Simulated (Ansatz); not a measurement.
**Relaxing Tl**

These are results of DFT PBE, scalar-relativistic, plane waves, PAW (Ansatz 0.2.0), not measurements. (420 eV cutoff, 12×12×4 k-mesh, Gaussian smearing of 0.10 eV, no spin polarisation)

What was changed in Ag: Ag → Tl on all its sites, cell and atoms relaxed.

Spin–orbit coupling is left out, which can shift energies with elements as heavy as these.

Command:

```bash
ansatz run input.yaml --threads 1 --pin off --max-ram 2560MiB --backend cpu --events-out ev --progress --plain --runs-dir out
```

Input:

```yaml
crystal:
  lattice:
    - [3.4862626858, 0.0, 0.0]
    - [-1.7431313429, 3.0191920502, 0.0]
    - [0.0, 0.0, 11.7241525092]
  atoms:
    - { symbol: Tl, position: [0.0, 0.0, 0.0] }
    - { symbol: Tl, position: [0.0, 0.0, 0.5] }
    - { symbol: Tl, position: [0.3333333333, 0.6666666667, 0.25] }
    - { symbol: Tl, position: [0.6666666667, 0.3333333333, 0.75] }
basis:
  ecutwfc: 420
kpoints:
  mp_grid: { grid: [12, 12, 4] }
hamiltonian:
  xc: pbe
scf:
  occupations: { method: gaussian, width: 0.1 }
output:
  forces: true
  stress: true
  eigenvalues: true
relax:
  adjacent_minimum: "off"
  f_tol: 0.01
  max_steps: 60
  cell: { stress_tol: 0.1 }
```

F is the free energy. Steps run on the plane waves of an earlier cell, but the last one, and at times one on the way, on a freshly chosen basis, so a repeated geometry can differ a little in energy.

Steps:

| step | F − F(1) (eV) | largest force component (eV/Å) | V (Å³/atom) | P (GPa) |
| --- | --- | --- | --- | --- |
| 1 | 0.0000 | 0.000 | 30.851 | 0.30 |
| 2 | -0.0038 | 0.000 | 31.101 | 0.07 |
| 3 | -0.0084 | 0.000 | 31.296 | -0.06 |
| 4 | -0.0090 | 0.000 | 31.229 | -0.02 |
| 5 | -0.0090 | 0.000 | 31.174 | 0.01 |
| 6 | -0.0093 | 0.000 | 31.174 | 0.01 |

Relaxed structure:

```yaml
crystal:
  lattice:
    - [3.54008, 0.00000, 0.00000]
    - [-1.77004, 3.06580, 0.00000]
    - [0.00000, 0.00000, 11.48923]
  atoms:
    - { symbol: Tl, position: [0.00000, 0.00000, 0.00000] }
    - { symbol: Tl, position: [0.00000, 0.00000, 0.50000] }
    - { symbol: Tl, position: [0.33333, 0.66667, 0.25000] }
    - { symbol: Tl, position: [0.66667, 0.33333, 0.75000] }
```

It takes space group P6_3/mmc (No. 194, hexagonal). Conventional cell: a = 3.540 Å, b = 3.540 Å, c = 11.489 Å, α = 90.00°, β = 90.00°, γ = 120.00°. Tl (site symmetry -3m) has 12 Tl at 3.53 to 3.54 Å as nearest neighbours. Tl (site symmetry -6m2) has 12 Tl at 3.53 to 3.54 Å as nearest neighbours.

The run converged. Time: 70 s on 1 thread of Arm Neoverse V1 (shared host), peak memory 0.45 GiB.